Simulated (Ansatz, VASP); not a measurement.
# GaN in two plane-wave programs, part 2 of 2

Wanted: the spread between two codes on one cell, functional and k mesh.

VASP 6.6.1 and Ansatz 0.2.0.

So far: The structure; VASP: band structure, HSEsol.

The database entry behind the starting cell differs from later determinations by our own check (about 0.3 % short, ideal inner coordinate), so it need not match the best structure at ambient conditions.

## 3. Ansatz: band structure, HSEsol

Level of this step: Ansatz beside VASP: Kohn-Sham DFT, plane waves, HSEsol (Ansatz).

Ansatz runs on its default PAW (the set named soft_2) files.

The same cell, functional, mesh and smearing now go to Ansatz, which takes its cutoff from its data sets.

Input file input.yaml:

```yaml
crystal:
  lattice:
    - [3.18, 0.0, 0.0]
    - [-1.59, 2.753960784, 0.0]
    - [0.0, 0.0, 5.166]
  atoms:
    - { symbol: Ga, position: [0.3333333333, 0.6666666667, 0.0] }
    - { symbol: Ga, position: [0.6666666667, 0.3333333333, 0.5] }
    - { symbol: "N", position: [0.3333333333, 0.6666666667, 0.375] }
    - { symbol: "N", position: [0.6666666667, 0.3333333333, 0.875] }
hamiltonian:
  xc:
    exchange: hjs_pbesol
    correlation: pbesol
    exx: { coeff: 0.25, omega: 0.2 }
  pseudopotentials: { kind: paw }
kpoints:
  mp_grid: { grid: [5, 5, 3] }
  band_path:
    path:
      - [0.0, 0.0, 0.0]
      - [0.4, 0.0, 0.0]
      - [0.4, 0.2, 0.0]
      - [0.2, 0.2, 0.0]
      - [0.0, 0.0, 0.1]
      - [0.0, 0.0, 0.5]
      - [0.4, 0.0, 0.5]
      - [0.4, 0.2, 0.5]
      - [0.2, 0.2, 0.5]
      - [0.5, 0.0, 0.4]
      - [0.33333, 0.33333, 0.0]
      - [0.33333, 0.33333, 0.5]
    npoints: 1
scf:
  occupations: { method: gaussian, width: 0.02 }
  n_extra_bands: 8
output:
  forces: true
  stress: true
  eigenvalues: true
```

On the command line:

```bash
ansatz run input.yaml --threads 4 --pin off --max-ram 9216MiB --backend cpu --events-out ev --progress --plain --runs-dir out
```

Numbers of over 12 decimals in the logs are rounded to 6 here.

Output:

```text
Warning: output.stress: scf.convergence.dr2_threshold = 1e-7 eV (the SCF's general default) is looser than the 4e-10 eV advised for a printed stress (1e-10 eV for each atom of the cell: 4). What an SCF threshold leaves in a stress goes as its square root, and in the free energy as the threshold itself, and one threshold admits the most on a small cell: [figures from the program's tests cut] Set scf.convergence.dr2_threshold to 4e-10 eV or tighter. The threshold is an SCF's pass mark: one that does not reach it within its budget of iterations ends unconverged, or closes short of it on a stop that the run arms, and scf.convergence.dr2_threshold's page says what that costs each kind of run
Warning: output.stress: scf.exx.energy_threshold = 1e-6 eV is looser than the 4e-8 eV advised for a stress under a hybrid functional (1e-8 eV for each atom of the cell: 4). Every SCF of the exchange loop can meet its threshold on dr2 while the loop round them stops early: no threshold on dr2 bounds what that leaves in the stress. Set scf.exx.energy_threshold to 4e-8 eV or tighter. The threshold is the loop's pass mark: a loop that does not reach it within its budget of cycles ends unconverged, and scf.exx.energy_threshold's page has the law
scf.n_extra_bands = 8 over 18 filled bands (N_el = 36.0): the run solves 26 bands
Engine: ansatz 0.2.0, aarch64-unknown-linux-gnu
Pseudopotentials: kind: paw
Pseudopotential: Ga, paw, valence charge 13, recommended cutoff 420 eV (normal), Ga.paw.azcp
Pseudopotential: N, paw, valence charge 5, recommended cutoff 420 eV (normal), N.paw.azcp
Functional definition: unnamed
  parameter a_1 = 0.25
  parameter omega_1 = 0.2/angstrom
  exchange = pbe_x(mu = 0.123457) + (-a_1)*hjs_pbesol_x_sr(omega_1) + a_1*exact_x_sr(omega_1)
  correlation = pbe_c(beta = 0.046)
Crystal: 4 atoms, lattice volume = 45.242 Å³
Basis set: ecut = 420 eV, 881 PW (Γ), exchange–correlation on 48×48×72 points (8 copies of the dense FFT grid, shifted against one another)
Bands: 26, of which v1, the nominal top of the filled ones, is band 18 counted from 1 (17 counted from 0)
Symmetry: 12 space group operations
Space group: P63mc (ITA 186), of the structure as read, at distance tolerance 3.6e-5 Å
k-points: 10 of 75 (time reversal used)
Non-local potential: Ga, projectors of the file, l = 0: 2, l = 1: 2, l = 2: 3, l = 3: 1
Non-local potential: N, projectors of the file, l = 0: 2, l = 1: 2, l = 2: 1
PAW form: soft (Blöchl's): semilocal exchange-correlation on the pseudo side does not see the compensation charge
PAW frozen core: Ga, regenerated for the run's functional, and the local potential with it (the file was generated under x = pbe(κ = 0.804, μ = 0.219515), c = pbe(β = 0.066725))
PAW frozen core: N, regenerated for the run's functional, and the local potential with it (the file was generated under x = pbe(κ = 0.804, μ = 0.219515), c = pbe(β = 0.066725))
PAW one-centre angular grid: Ga, 590 points (default); XC on 64 Gauss nodes
PAW one-centre angular grid: N, 110 points (default); XC on 64 Gauss nodes
Initial density: superposition of atomic densities (neutral atoms: chi_scale 0, normalization atom), corrected by the library's trained network
Initial wavefunctions: pseudopotential atomic-orbital guess
Functional: x = pbesol(κ = 0.804, μ = 0.123457), c = pbesol(β = 0.046), warm-up for x = hjs_pbesol + 0.25 (exact − hjs_pbesol) at short range (ω = 0.2 Å⁻¹), c = pbesol(β = 0.046)
SCF iter   1: F=—  HF=-8245.694252 eV  |F-HF|=—  |Δ(HF+E_count)|=         —  Δρ=1.24e-2  dr2=6.61e-2  ethr=1.77e-3  ⟨swp⟩=5.8  Hψ=1129  notcnv=0
preconditioner: auto → none  [insulator: Δε(μ)=1.813 eV  Ē_g=18.735 eV  σ=0.020 eV  W_gap=1.00  n_scr=22 (ndim 8)  ℏωp=33.1 eV  f_vac=0.008  D(μ)=0.00/eV (n_scr^D=0)]
SCF iter   2: F=—  HF=-8245.676955 eV  |F-HF|=—  |Δ(HF+E_count)|=   1.73e-2  Δρ=4.05e-3  dr2=8.03e-3  ethr=1.84e-4  ⟨swp⟩=3.3  Hψ=553  notcnv=0
iter 3 solved again at ethr=2.01e-7 eV; its pass at ethr=2.23e-5 eV (dr2=7.25e-5 eV) is discarded
SCF iter   3: F=-8245.674958 eV  HF=-8245.675112 eV  |F-HF|=1.55e-4  |Δ(HF+E_count)|=   1.84e-3  Δρ=6.19e-4  dr2=6.35e-5  ethr=2.01e-7  ⟨swp⟩=4.0  Hψ=1217  notcnv=0
eigensolver tolerance schedule: the retry pair's looser diagonalisation over-reported the residual by 0.14 of it (diagonalisation noise at 0.14 of the residual, at the tolerance the schedule requests for it); recorded, not acted on — ethr = c·dr2/N_el stays at c = 1.0e-1
SCF 1 stopped early in 3 iterations: F = -8245.674958 eV  dr2 = 6.35e-5
  greatest PAW one-centre occupation: 0.995 electrons in one spin orbital (limit 2), on the Ga atom at site 0 (counted from 0), in its partial waves of l = 2
Initial density: handed on by an earlier stage of this run
Initial wavefunctions: those handed on with the density
Functional: x = hjs_pbesol + 0.25 (exact − hjs_pbesol) at short range (ω = 0.2 Å⁻¹), c = pbesol(β = 0.046)
Exchange kernel: α = 0.2500, screened, ω = 0.2000 Å⁻¹, Wigner–Seitz truncation, v(0) = 1107.5795 eV·Å³, q-mesh 5×5×3, nearest image of the exchange supercell L = 15.50 Å, pair-density grid 20×20×30, without the augmentation charges, whose exchange is taken in its separable form by FFT convolution over the k-point mesh (sized by the pseudopotential files, 20×20×36 at the most), smooth part of the exact exchange by density-matrix convolution
Frozen-core exchange: fock
SCF iter   1: F=—  HF=-8272.628651 eV  |F-HF|=—  |Δ(HF+E_count)|=         —  Δρ=1.78e-2  dr2=6.68e-2  ethr=1.76e-6  ⟨swp⟩=5.6  Hψ=1248  notcnv=0
preconditioner: auto → none  [insulator: Δε(μ)=3.194 eV  Ē_g=22.049 eV  σ=0.020 eV  W_gap=1.00  n_scr=22 (ndim 8)  ℏωp=33.1 eV  f_vac=0.007  D(μ)=0.00/eV (n_scr^D=0)]
SCF iter   2: F=—  HF=-8272.598469 eV  |F-HF|=—  |Δ(HF+E_count)|=   3.02e-2  Δρ=4.24e-3  dr2=4.62e-3  ethr=1.76e-6  ⟨swp⟩=4.0  Hψ=960  notcnv=0
SCF iter   3: F=—  HF=-8272.614283 eV  |F-HF|=—  |Δ(HF+E_count)|=   1.58e-2  Δρ=4.17e-3  dr2=3.25e-3  ethr=1.76e-6  ⟨swp⟩=4.1  Hψ=936  notcnv=0
SCF iter   4: F=—  HF=-8272.613659 eV  |F-HF|=—  |Δ(HF+E_count)|=   6.24e-4  Δρ=1.33e-3  dr2=2.95e-4  ethr=1.76e-6  ⟨swp⟩=3.0  Hψ=617  notcnv=0
SCF iter   5: F=—  HF=-8272.613975 eV  |F-HF|=—  |Δ(HF+E_count)|=   3.16e-4  Δρ=6.30e-4  dr2=1.58e-4  ethr=7.26e-7  ⟨swp⟩=3.8  Hψ=544  notcnv=0  defer=1
SCF iter   6: F=—  HF=-8272.613937 eV  |F-HF|=—  |Δ(HF+E_count)|=   3.78e-5  Δρ=2.57e-4  dr2=4.00e-5  ethr=4.19e-7  ⟨swp⟩=3.0  Hψ=534  notcnv=0
SCF iter   7: F=-8272.613926 eV  HF=-8272.613926 eV  |F-HF|=6.48e-7  |Δ(HF+E_count)|=   1.10e-5  Δρ=4.06e-5  dr2=1.47e-6  ethr=9.20e-8  ⟨swp⟩=3.0  Hψ=485  notcnv=0
SCF 2 stopped early in 7 iterations: F = -8272.613926 eV  dr2 = 1.47e-6
  Residual-converged pass: ⟨swp⟩=4.0  Hψ=746  notcnv=0  max |occ|·‖R‖ = 6.7e-6 eV (tolerance 6.7e-6 eV)  dr2=1.39e-6  dr2_onsite=3.66e-8  max |Δocc| = 0.0e0
  greatest PAW one-centre occupation: 0.996 electrons in one spin orbital (limit 2), on the Ga atom at site 1 (counted from 0), in its partial waves of l = 2
hybrid outer 1: dexx = +1.744e-2 eV, tail = 5.86e-5 eV
Exchange kernel: α = 0.2500, screened, ω = 0.2000 Å⁻¹, Wigner–Seitz truncation, v(0) = 1107.5795 eV·Å³, q-mesh 5×5×3, nearest image of the exchange supercell L = 15.50 Å, pair-density grid 20×20×30, without the augmentation charges, whose exchange is taken in its separable form by FFT convolution over the k-point mesh (sized by the pseudopotential files, 20×20×36 at the most), smooth part of the exact exchange by density-matrix convolution
Frozen-core exchange: fock
SCF iter   1: F=—  HF=-8272.613360 eV  |F-HF|=—  |Δ(HF+E_count)|=         —  Δρ=5.21e-5  dr2=7.88e-7  ethr=8.14e-7  ⟨swp⟩=4.1  Hψ=607  notcnv=0
preconditioner: auto → none  [insulator: Δε(μ)=3.204 eV  Ē_g=21.870 eV  σ=0.020 eV  W_gap=1.00  n_scr=22 (ndim 8)  ℏωp=33.1 eV  f_vac=0.010  D(μ)=0.00/eV (n_scr^D=0)]
SCF iter   2: F=—  HF=-8272.613361 eV  |F-HF|=—  |Δ(HF+E_count)|=   1.60e-6  Δρ=1.22e-5  dr2=3.79e-8  ethr=1.78e-9  ⟨swp⟩=4.0  Hψ=794  notcnv=0
SCF iter   3: F=—  HF=-8272.613361 eV  |F-HF|=—  |Δ(HF+E_count)|=   3.81e-8  Δρ=5.99e-6  dr2=6.48e-9  ethr=9.78e-11  ⟨swp⟩=3.3  Hψ=703  notcnv=0
SCF iter   4: F=-8272.613361 eV  HF=-8272.613361 eV  |F-HF|=8.11e-10  |Δ(HF+E_count)|=   1.32e-9  Δρ=2.72e-6  dr2=9.76e-10  ethr=1.71e-11  ⟨swp⟩=2.5  Hψ=484  notcnv=0
SCF 3 converged in 4 iterations: F = -8272.613361 eV  dr2 = 9.76e-10
  Residual-converged pass: ⟨swp⟩=3.0  Hψ=617  notcnv=0  max |occ|·‖R‖ = 4.6e-7 eV (tolerance 6.3e-7 eV)  dr2=9.81e-10  dr2_onsite=3.17e-10  max |Δocc| = 0.0e0
  greatest PAW one-centre occupation: 0.996 electrons in one spin orbital (limit 2), on the Ga atom at site 0 (counted from 0), in its partial waves of l = 2
hybrid outer 2: dexx = +6.838e-7 eV, tail = 2.77e-8 eV, Δε = 3.18e-3 eV (about 8.22e-5 eV left of the loop's levels), ΔF = 4.78e-4 eV/Å (tail 1.71e-4)
NSCF: frozen V_eff on 12 k-points
hybrid SCF converged: 2 outer / 11 inner (+3 warm-up), last move |dexx| = 6.84e-7 eV, tail = 2.77e-8 eV
Stability not checked: this state was not tested for a lower state beside it, because the functional holds exact exchange (a hybrid, or Hartree-Fock), whose exchange loop this test does not read (fock_operator; see scf.lower_state_search)
Free energy (F): -8272.613361 eV
Frozen-core exchange: fock
Harris-Foulkes:  -8272.613361 eV  (|F-HF|=8.11e-10)
Internal energy: -8272.613361 eV  (E = F + TS)
E sigma→0 (E₀):  -8272.613361 eV
Fermi energy:    10.508248 eV
--- Per-component energies (eV) ---
  E_band       = -92.145885
  E_kinetic    = 493.684210
  E_local      = -3898.954447  (includes V_loc(G=0)·N_el)
  E_nonlocal   = 954.203062
  E_hartree    = 1799.417081
  E_xc         = -205.756053
  E_vxc        = -213.974114  (∫ρ·V_xc dr)
  E_exx        = -124.491783  (= α·E_x^exact, valence–valence)
  E_paw        = -4108.289128  (= ΣΔE_a)
  E_vpaw       = -776.955926  (= ΣTr[D̂ρ^β])
  E_aug_tail   = 0.000038  (compensation charges beyond the density's cutoff)
  E_ewald      = -3183.826728
  E_core_change = 1.400390  (= ΣΔE_core)
  E_smearing   = -0.000000  (= −TS)
  E_closure    = -0.000004  (closes the sum)
  Σ components = -8272.613361   (vs F -8272.613361, Δ=0.00e0)
--- Forces (eV/Å), atoms counted from 1 ---
  atom   1  Ga     0.00000000     0.00000000    -0.15186115
  atom   2  Ga     0.00000000    -0.00000000    -0.15186115
  atom   3  N      0.00000000     0.00000000     0.15185590
  atom   4  N      0.00000000    -0.00000000     0.15185590
  max |Σ_I F_I| component: 1.05e-5 eV/Å
--- Stress (GPa, compression-positive) ---
       -3.891106       0.000000      -0.000000
        0.000000      -3.891106       0.000000
       -0.000000       0.000000      -2.309120
  P = ⅓ Tr σ = -3.3638 GPa (-33.638 kbar)
--- Band table (eV; the first three rows and the last of 10) ---
  k-point 0: bands = [... 14 lower, 7.7482, 8.8481, 8.9062, 8.9062, 12.1102, 14.5824, 19.8626, 20.3317, ... 4 higher]
  k-point 1: bands = [... 14 lower, 8.0253, 8.0253, 8.6042, 8.6042, 13.8344, 14.7385, 19.1724, 19.5387, ... 4 higher]
  k-point 2: bands = [... 14 lower, 6.6040, 7.0023, 8.3837, 8.5430, 14.0564, 16.2001, 18.2159, 19.1516, ... 4 higher]
  k-point 9: bands = [... 14 lower, 4.5077, 5.7301, 6.4744, 7.2129, 15.5420, 16.8200, 18.0323, 18.3128, ... 4 higher]
```

Elapsed: 30 s, on 4 threads of Arm Neoverse V2, shared host; peak memory 0.77 GiB; 1.7 min of CPU time.

The column dr2 measures how far the density is from self-consistency, as an energy; F and HF (Harris–Foulkes) agree once it is small.

## 4. Differences

Known differences besides the potentials themselves: exact exchange at q = 0 is treated differently, which shows on coarse meshes; VASP keeps PBE cores, Ansatz makes them for the functional; the cutoff is 420 eV in Ansatz and 520 eV in VASP; VASP takes a coarser grid for exact exchange (PRECFOCK = Fast). Total energies have different zeros and are not compared.

Both answers:

```tsv
quantity	Ansatz	VASP	difference
gap over the path points (eV)	3.204	3.230	-0.026
```

Forces (eV/Å; atoms numbered as in POSCAR):

```tsv
atom	Ansatz x, y, z	VASP x, y, z
Ga1	0.000, 0.000, -0.152	0.000, 0.000, -0.150
Ga2	0.000, 0.000, -0.152	0.000, 0.000, -0.150
N3	0.000, 0.000, 0.152	0.000, 0.000, 0.150
N4	0.000, 0.000, 0.152	0.000, 0.000, 0.150
```

Levels at points of the path, from each program's valence-band top (eV; 4 filled, then empty):

```tsv
k (reciprocal lattice)	Ansatz	VASP
0.000 0.000 0.000	-1.16 -0.06 0.00 0.00 3.20 5.68 10.96	-1.16 -0.06 0.00 0.00 3.23 5.69 10.97
0.400 0.000 0.000	-4.79 -2.87 -1.95 -0.97 6.31 7.07 7.59	-4.79 -2.88 -1.95 -0.97 6.32 7.09 7.60
0.400 0.200 0.000	-4.81 -3.91 -2.70 -2.33 6.56 8.53 8.61	-4.82 -3.91 -2.71 -2.33 6.57 8.54 8.63
0.200 0.200 0.000	-4.75 -3.25 -1.57 -1.42 7.18 7.79 9.03	-4.74 -3.25 -1.57 -1.43 7.20 7.79 9.03
0.000 0.000 0.100	-1.13 -0.38 -0.03 -0.03 3.47 5.70 10.87	-1.13 -0.38 -0.03 -0.03 3.50 5.71 10.89
0.000 0.000 0.500	-0.59 -0.59 -0.59 -0.59 5.66 5.66 10.07	-0.60 -0.60 -0.60 -0.60 5.68 5.68 10.08
0.400 0.000 0.500	-2.17 -2.17 -2.00 -2.00 5.83 5.83 9.43	-2.18 -2.18 -2.00 -2.00 5.83 5.83 9.44
0.400 0.200 0.500	-3.83 -3.83 -1.71 -1.71 6.98 6.98 9.58	-3.84 -3.84 -1.71 -1.71 6.99 6.99 9.59
0.200 0.200 0.500	-2.82 -2.82 -1.99 -1.99 7.06 7.06 9.54	-2.82 -2.82 -1.99 -1.99 7.07 7.07 9.55
0.500 0.000 0.400	-2.62 -2.42 -1.82 -1.78 5.35 6.02 9.13	-2.62 -2.42 -1.83 -1.78 5.36 6.02 9.14
```

The forces differ by 1.0 meV/Å r.m.s., which is 1.2 % of the r.m.s. force of 0.09 eV/Å (both taken over all components). Among the levels compared at these points, filled levels agree within 6 meV and empty ones within 26 meV.

## 5. Results

```
difference in gap over the path points (band structure, HSEsol) : -0.026 eV
```

The difference in gap over the path points is -0.026 eV (band structure, HSEsol), within the 0.08 eV picked in this series as the mark of a large difference. How closely two codes agree says nothing of how well the functional describes the real material.

[Lines on the potential files, build, host, timing and source positions are cut from VASP's logs without a mark.]

[Logs are printed without paths, hosts, clocks, repeated set-up lines and the standing remarks that a program may print on its own settings, such as how far it seeks lower states.]

[Hosts, paths, dates, database ids (printed as entryN), source tags and the programs' standing remarks are cut or masked in the printed files.]
